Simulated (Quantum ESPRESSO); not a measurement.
## AlRu under changes of volume

One of the cells (13.387 Å³/atom); the others are scaled copies at fixed shape and fractional positions:

```xyz
2
Lattice="2.9916 0.0000 0.0000 0.0000 2.9916 0.0000 0.0000 0.0000 2.9916" Properties=species:S:1:pos:R:3 pbc="T T T"
Ru    1.4958    1.4958    1.4958
Al    0.0000    0.0000    0.0000
```

```yaml
Program: Quantum ESPRESSO 7.5
Functional: LDA
Potentials_or_basis: GBRV 1.5 LDA
Cutoff: 612 eV
Density_cutoff: 4898 eV
k_mesh: 9 × 9 × 9
Occupations: fermi-dirac, width 0.05 eV
Spin: no spin polarisation
```

| volume (Å³/atom) | energy over the lowest point (meV/atom) | pressure (GPa) |
| --- | --- | --- |
| 12.584 | 5.57 | 6.0 |
| 12.851 | 0.00 | 0.8 |
| 13.119 | 2.64 | -3.9 |
| 13.387 | 12.69 | -8.1 |
| 13.655 | 29.28 | -11.8 |
| 13.922 | ? | ? |
| 14.190 | 79.52 | -18.0 |

Q: What does the run at 13.922 Å³/atom give?

A: Energy over the lowest point 51.78 meV/atom; pressure -15.1 GPa.

Worked out: A Birch-Murnaghan fit of order 3 (a polynomial in V^(-2/3)) to the other rows has its minimum at 12.89 Å³/atom with B0 = V·E''(V) = 233 GPa and B' = 4.4. It gives 51.73 meV/atom at 13.922 Å³/atom, against the run's 51.78, and -dE/dV = -15.1 GPa, against -15.1.

Energies are extrapolated to zero smearing.
